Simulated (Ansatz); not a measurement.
## Preparing SnO2 (P4_2/mnm) as a host crystal

Before any defect goes in: SnO2 (P4_2/mnm) at rest, and how it screens a charge.

Program: Ansatz 0.2.0. Level of theory: plane-wave PAW DFT, PBEsol; relaxation of the host's cell and atoms; PAW set soft_1, in the first sound run; inputs show where later runs differ. Results are calculated unless marked as measured.

This is a report of a sequence of runs, with most program output left out.

## (1) The structure

It takes space group P4_2/mnm (No. 136, tetragonal). Conventional cell: a = 4.765 Å, b = 4.765 Å, c = 3.207 Å, α = 90.00°, β = 90.00°, γ = 90.00°. Nearest to Sn lie 6 O at 2.06 to 2.07 Å. Nearest to O lie 3 Sn at 2.06 to 2.07 Å. Farther neighbours and most contacts between anions are not listed.

## (2) Host cell relaxation

Lattice and positions are set free, within the symmetry that the program keeps.

File cell/input.yaml:

```yaml
crystal:
  lattice:
    - [4.764818, 0.0, 0.0]
    - [0.0, 4.764818, 0.0]
    - [0.0, 0.0, 3.2074998]
  atoms:
    - { symbol: Sn, position: [0.5, 0.5, 0.5] }
    - { symbol: Sn, position: [0.0, 0.0, 0.0] }
    - { symbol: O, position: [0.1940277, 0.8059723, 0.5] }
    - { symbol: O, position: [0.8059723, 0.1940277, 0.5] }
    - { symbol: O, position: [0.3059723, 0.3059723, 0.0] }
    - { symbol: O, position: [0.6940277, 0.6940277, 0.0] }
basis:
  ecutwfc: 420
  xc_grid: 2
hamiltonian:
  xc: pbesol
  pseudopotentials: { kind: paw, azcp: { folder: soft_1 }, xc_functional: pbe }
kpoints:
  mp_grid: { grid: [6, 6, 9] }
scf:
  occupations: { method: fixed }
  max_iter: 100
relax:
  f_tol: 0.005
  max_steps: 60
  cell: {}
output:
  forces: true
  stress: true
checkpoint:
  write: "../cell.run"
  compress: false
  write_wavefunctions: false
  write_every: 100000
```

Run with:

```bash
ansatz run input.yaml --threads 32 --pin off --max-ram 84787MiB --backend cuda --events-out ev --progress --plain --runs-dir out --max-vram 78GiB
```

The job ended after 3.3 s (1 × NVIDIA GB200 with 32 threads of Arm Neoverse V2, shared host; peak memory 1 GiB; 7.7 s of CPU time).

Relaxation path:

```csv
step,energy less that of the first step (eV),largest force component (eV/Å),pressure (GPa),volume (Å³)
1,0.0000,0.0259,0.51,72.82
2,0.0000,0.0056,0.02,72.99
3,0.0000,0.0046,0.00,73.01
4,0.0000,0.0027,0.00,73.01
5*,-0.0005,0.0027,0.01,73.01
```

Relaxation steps marked * repeat the geometry before them on a plane-wave basis chosen anew for their cell, so energy and pressure can jump there.

Forces are held to the 16 operations that the run works with; a distortion that breaks them can't arise in this run.

```csv
"conventional cell, symmetrised",before,after,change
a (Å),4.765,4.768,+0.1 %
b (Å),4.765,4.768,+0.1 %
c (Å),3.207,3.212,+0.1 %
volume (Å³/atom),12.14,12.17,+0.3 %
```

The relaxed structure:

```xyz
6
Lattice="4.7678 0.0000 0.0000 0.0000 4.7678 0.0000 0.0000 0.0000 3.2119" Properties=species:S:1:pos:R:3 pbc="T T T"
Sn    2.3839    2.3839    1.6060
Sn    0.0000    0.0000    0.0000
O     0.9237    3.8441    1.6060
O     3.8441    0.9237    1.6060
O     1.4602    1.4602    0.0000
O     3.3076    3.3076    0.0000
```

This step gave:

```
pressure : 0.01068 GPa
```

## (3) Dielectric tensors of the host

The response to a uniform electric field gives the electronic dielectric tensor.

This step: plane-wave PAW DFPT, PBEsol; dielectric tensors, Born charges and zone-centre modes of the host; PAW set soft_1 (Ansatz 0.2.0).

File eps/input.yaml:

```yaml
crystal:
  lattice:
    - [4.7678118222, 0.0, 0.0]
    - [0.0, 4.7678118222, 0.0]
    - [0.0, 0.0, 3.2119026566]
  atoms:
    - { symbol: Sn, position: [0.5, 0.5, 0.5] }
    - { symbol: Sn, position: [0.0, 0.0, 0.0] }
    - { symbol: O, position: [0.193727843, 0.806272157, 0.5] }
    - { symbol: O, position: [0.806272157, 0.193727843, 0.5] }
    - { symbol: O, position: [0.306272157, 0.306272157, 0.0] }
    - { symbol: O, position: [0.693727843, 0.693727843, 0.0] }
basis:
  ecutwfc: 420
hamiltonian:
  xc: pbesol
  pseudopotentials: { kind: paw, azcp: { folder: soft_1 }, xc_functional: pbe }
kpoints:
  mp_grid: { grid: [5, 5, 7] }
scf:
  occupations: { method: fixed }
  max_iter: 100
phonons:
  method: dfpt
  dielectric: true
  rigid_motions: translations
```

It took 13 s on 1 × NVIDIA GB200 with 32 threads; peak memory 1.9 GiB.

Electronic dielectric tensor:

```
4.60 0.00 0.00
0.00 4.60 0.00
0.00 0.00 4.91
```

Static dielectric tensor:

```
13.48  0.00  0.00
 0.00 13.48  0.00
 0.00  0.00 10.42
```

The principal values of the electronic dielectric tensor are 4.60, 4.60 and 4.91. The principal values of the static dielectric tensor are 10.42, 13.48 and 13.48.

## (4) Defect free supercell relaxed in its symmetry

This cell, the one that will hold the defects, is built from the relaxed host. Its coarser k-points can move the atoms a little, so it is relaxed from the symmetric sites, as the reference for the test of stability.

This step: plane-wave PAW DFT, PBEsol; relaxation of the defect-free supercell in its symmetry; PAW set soft_1 (Ansatz 0.2.0).

System of this step: SnO2 (P4_2/mnm). The cell holds 96 atoms: 32 Sn and 64 O. Its edges and angles: a = 11.498 Å, b = 11.498 Å, c = 13.485 Å, α = 54.1°, β = 54.1°, γ = 71.8°.

File pristine.symmetric/input.yaml:

```yaml
crystal:
  lattice:
    - [0.0, 9.5356236445, 6.4238053132]
    - [9.5356236445, 0.0, 6.4238053132]
    - [9.5356236445, 9.5356236445, 0.0]
  atoms:
    - { symbol: Sn, position: [0.125, 0.125, 0.125] }
    - { symbol: Sn, position: [0.375, 0.375, 0.375] }
    - { symbol: Sn, position: [0.0, 0.0, 0.0] }
    - { symbol: Sn, position: [0.25, 0.25, 0.25] }
    - { symbol: O, position: [0.0281360785, 0.2218639215, 0.375] }
    - { symbol: O, position: [0.2781360785, 0.4718639215, 0.125] }
    - { symbol: O, position: [0.2218639215, 0.0281360785, 0.375] }
    - { symbol: O, position: [0.4718639215, 0.2781360785, 0.125] }
    - { symbol: O, position: [0.0, 0.0, 0.1531360785] }
    - { symbol: O, position: [0.25, 0.25, 0.4031360785] }
    - { symbol: O, position: [0.0, 0.0, 0.3468639215] }
    - { symbol: O, position: [0.25, 0.25, 0.0968639215] }
    - { symbol: Sn, position: [0.125, 0.125, 0.625] }
    - { symbol: Sn, position: [0.375, 0.375, 0.875] }
    - { symbol: Sn, position: [0.0, 0.0, 0.5] }
    - { symbol: Sn, position: [0.25, 0.25, 0.75] }
    - { symbol: O, position: [0.0281360785, 0.2218639215, 0.875] }
    - { symbol: O, position: [0.2781360785, 0.4718639215, 0.625] }
    - { symbol: O, position: [0.2218639215, 0.0281360785, 0.875] }
    - { symbol: O, position: [0.4718639215, 0.2781360785, 0.625] }
    - { symbol: O, position: [0.0, 0.0, 0.6531360785] }
    - { symbol: O, position: [0.25, 0.25, 0.9031360785] }
    - { symbol: O, position: [0.0, 0.0, 0.8468639215] }
    - { symbol: O, position: [0.25, 0.25, 0.5968639215] }
    - { symbol: Sn, position: [0.125, 0.625, 0.125] }
    - { symbol: Sn, position: [0.375, 0.875, 0.375] }
    - { symbol: Sn, position: [0.0, 0.5, 0.0] }
    - { symbol: Sn, position: [0.25, 0.75, 0.25] }
    - { symbol: O, position: [0.0281360785, 0.7218639215, 0.375] }
    - { symbol: O, position: [0.2781360785, 0.9718639215, 0.125] }
[... 60 atom lines left out ...]
    - { symbol: O, position: [0.7218639215, 0.5281360785, 0.875] }
    - { symbol: O, position: [0.9718639215, 0.7781360785, 0.625] }
    - { symbol: O, position: [0.5, 0.5, 0.6531360785] }
    - { symbol: O, position: [0.75, 0.75, 0.9031360785] }
    - { symbol: O, position: [0.5, 0.5, 0.8468639215] }
    - { symbol: O, position: [0.75, 0.75, 0.5968639215] }
basis:
  ecutwfc: 420
  xc_grid: 2
hamiltonian:
  xc: pbesol
  pseudopotentials: { kind: paw, azcp: { folder: soft_1 }, xc_functional: pbe }
kpoints:
  mp_grid: { grid: [1, 1, 1] }
scf:
  occupations: { method: fermi_dirac, width: 0.01 }
  max_iter: 100
  lower_state_search: "off"
output:
  forces: true
relax:
  f_tol: 0.015
  max_steps: 60
  escape_saddle: false
checkpoint:
  write: "../pristine.symmetric.run"
  compress: false
  write_wavefunctions: false
  write_every: 100000
```

It took 2.2 s on 1 × NVIDIA GB200 with 32 threads; peak memory 1.2 GiB; 5.6 s of CPU time.

Hardly anything moved in the relaxation; the energy changed by under 0.2 meV an atom.

## (5) Defect free supercell relaxed from displaced atoms

This step: plane-wave PAW DFT, PBEsol; relaxation of the defect-free supercell from random displacements, a test of the host's stability; PAW set soft_1 (Ansatz 0.2.0).

pristine.rattled/input.yaml, as its differences from pristine.symmetric/input.yaml of step 4:

```diff
@@ -59,6 +59,6 @@
   f_tol: 0.015
-  max_steps: 60
-  escape_saddle: false
+  max_steps: 120
+  random_displacement: { amplitude: 0.06, seed: 3068 }
 checkpoint:
-  write: "../pristine.symmetric.run"
+  write: "../pristine.rattled.run"
   compress: false
```

It took 4.3 s on 1 × NVIDIA GB200 with 32 threads; peak memory 1.2 GiB; 12 s of CPU time.

Relaxation path:

```csv
step,energy less that of the first step (eV),largest force component (eV/Å)
1,0.0000,2.5259
2,-2.2444,1.1026
3,-2.7672,0.0203
4,-2.7672,0.0193
5,-2.7678,0.0006
```

The relaxation ends 29 meV an atom lower than the displaced start, with a largest force component of 5.9e-4 eV/Å.

## (6) Host on a dense mesh

This step: plane-wave PAW DFT, PBEsol; single point of the defect-free host, a test of the k-point sampling; PAW set soft_1 (Ansatz 0.2.0).

System of this step: SnO2 (P4_2/mnm). The structure is tetragonal, space group P4_2/mnm (No. 136). Conventional cell: a = 4.768 Å, b = 4.768 Å, c = 3.212 Å, α = 90.00°, β = 90.00°, γ = 90.00°. Nearest to Sn lie 6 O at 2.07 Å. Nearest to O lie 3 Sn at 2.07 Å. Farther neighbours and most contacts between anions are not listed.

dense/input.yaml, as its differences from eps/input.yaml of step 3:

```diff
@@ -14,2 +14,3 @@
   ecutwfc: 420
+  xc_grid: 2
 hamiltonian:
@@ -18,9 +19,11 @@
 kpoints:
-  mp_grid: { grid: [5, 5, 7] }
+  mp_grid: { grid: [6, 6, 9] }
 scf:
-  occupations: { method: fixed }
+  occupations: { method: fermi_dirac, width: 0.01 }
   max_iter: 100
-phonons:
-  method: dfpt
-  dielectric: true
-  rigid_motions: translations
+  lower_state_search: "off"
+checkpoint:
+  write: "../dense.run"
+  compress: false
+  write_wavefunctions: false
+  write_every: 100000
```

Run time: 0.95 s. Hardware: 1 × NVIDIA GB200 with 32 threads; peak memory 1 GiB; 2.5 s of CPU time.

## (7) Defect free supercell at the zone centre

The supercell is run at the zone centre, to see how far that sampling misses the dense mesh.

System of this step: SnO2 (P4_2/mnm). The cell holds 96 atoms: 32 Sn and 64 O. Cell: a = 11.498 Å, b = 11.498 Å, c = 13.485 Å, α = 54.1°, β = 54.1°, γ = 71.8°.

pristine.sampling_gamma/input.yaml, as its differences from pristine.rattled/input.yaml of step 5:

```diff
@@ -55,10 +55,4 @@
   lower_state_search: "off"
-output:
-  forces: true
-relax:
-  f_tol: 0.015
-  max_steps: 120
-  random_displacement: { amplitude: 0.06, seed: 3068 }
 checkpoint:
-  write: "../pristine.rattled.run"
+  write: "../pristine.sampling_gamma.run"
   compress: false
```

The job ended after 1.5 s (1 × NVIDIA GB200 with 32 threads; peak memory 1.2 GiB; 3.1 s of CPU time).

## (8) Defect free supercell at the quarter point

The supercell is run at one point off the zone centre, to see how far that sampling misses the dense mesh.

pristine.sampling_quarter/input.yaml, as its differences from pristine.sampling_gamma/input.yaml of step 7:

```diff
@@ -50,3 +50,3 @@
 kpoints:
-  mp_grid: { grid: [1, 1, 1] }
+  mp_grid: { grid: [1, 1, 1], shift: [0.25, 0.25, 0.25] }
 scf:
@@ -56,3 +56,3 @@
 checkpoint:
-  write: "../pristine.sampling_gamma.run"
+  write: "../pristine.sampling_quarter.run"
   compress: false
```

It took 1.4 s on 1 × NVIDIA GB200 with 32 threads; peak memory 1.4 GiB.

## (9) Results

```yaml
primitive_cell_vectors_lengths: 4.768, 4.768, 3.212 Å
electronic_dielectric_constant: principal values (4.60, 4.60, 4.91)
static_dielectric_constant: principal values (10.42, 13.48, 13.48)
gap_on_the_k_mesh_of_the_response_run_pbesol: 0.92 eV
supercell_relaxed_in_its_symmetry_less_the_displaced_and_relaxed_one: 0.000 eV
energy_an_atom_at_the_zone_centre_alone_less_that_on_the_dense_mesh: 0.012 eV
energy_an_atom_at_one_point_at_less_that_on_the_dense_mesh: 0.005 eV
```

Step 5: The energy fell by 2.768 eV from the randomly displaced start; the atoms end within 0.005 Å of the sites as typed, once the mean shift is taken out. The displaced cell ends within 0.01 eV of the symmetric one relaxed in its symmetry, so no lower structure shows in this supercell. The k-mesh can miss the band edges, so this gap is an upper bound at this level. All at zero temperature.

[Logs are printed without paths, hosts, clocks, repeated set-up lines and the standing remarks that a program may print on its own settings, such as how far it seeks lower states.]

[Hosts, paths, dates, database ids (printed as entryN), source tags and the programs' standing remarks are cut or masked in the printed files.]

[Runs of the host that timed out are not shown.]

[For some hosts the program warned that the k-mesh of the response run may be too coarse for force constants and the static dielectric constant; such warnings are not always shown.]

[The program warned that the k-mesh of a response run behind this text may be too coarse: force constants, and the static dielectric constant and all else formed from them, are not shown converged.]
